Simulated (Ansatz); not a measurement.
ZnO: O vacancy

Computed with Ansatz, DFT LDA, scalar-relativistic, plane waves, PAW. Settings: 420 eV cutoff, 2×2×2 k-mesh, shifted by half a step, Gaussian smearing of 0.01 eV, no spin polarisation.

Host crystal, relaxed:

```cif
data_structure
_symmetry_space_group_name_H-M 'P 1'
_symmetry_Int_Tables_number 1
_cell_length_a 3.1871
_cell_length_b 3.1871
_cell_length_c 5.1523
_cell_angle_alpha 90.000
_cell_angle_beta 90.000
_cell_angle_gamma 120.000
_cell_volume 45.32
loop_
_atom_site_label
_atom_site_type_symbol
_atom_site_fract_x
_atom_site_fract_y
_atom_site_fract_z
_atom_site_occupancy
Zn1 Zn 0.66667 0.33333 0.50095 1
Zn2 Zn 0.33333 0.66667 0.00095 1
O1 O 0.66667 0.33333 0.87936 1
O2 O 0.33333 0.66667 0.37936 1
```

Supercell of 36 atoms, rows in host cell vectors: 2 1 1; -1 1 1; -1 -2 1. Atoms relax at the host's cell from a start displaced at random by 0.06 Å near the defect, so other minima may exist. The cell is small, so energies carry finite-size errors of tenths of an eV. The host's Kohn–Sham gap is 0.80 eV. Charged cells are corrected for image charges with the computed static dielectric tensor (mean 9.7) and aligned with the host's potential at far atoms (alignment terms reach 0.81 eV; the program doubts the alignment in some charges, where it is up to 0.81 eV). No band-filling term is added, and the Fermi level counts from the host's valence band top.

Defect: O vacancy set at (0.667, 0.333, 0.879) of the host cell. Before relaxation its nearest neighbours are 3 Zn at 1.94 Å, 1 Zn at 1.95 Å.

| charge | over the neutral state (eV) | moment (μB) | largest move (Å) | atoms near the site |
| --- | --- | --- | --- | --- |
| +2 | -1.00 | 0.00 | 0.48 | 2 Zn at 2.31 Å, 1 Zn at 2.32 Å, 1 Zn at 2.43 Å |
| 0 | 0.00 | 0.00 | 0.24 | 1 Zn at 1.71 Å, 1 Zn at 1.73 Å, 2 Zn at 1.74 Å |

Among the charges computed the stable one is +2 at the valence band top, changing to 0 at 0.50 eV.

Cost: 3 runs of about 34 core-minutes in all, on AMD EPYC (Zen 3) (shared hosts).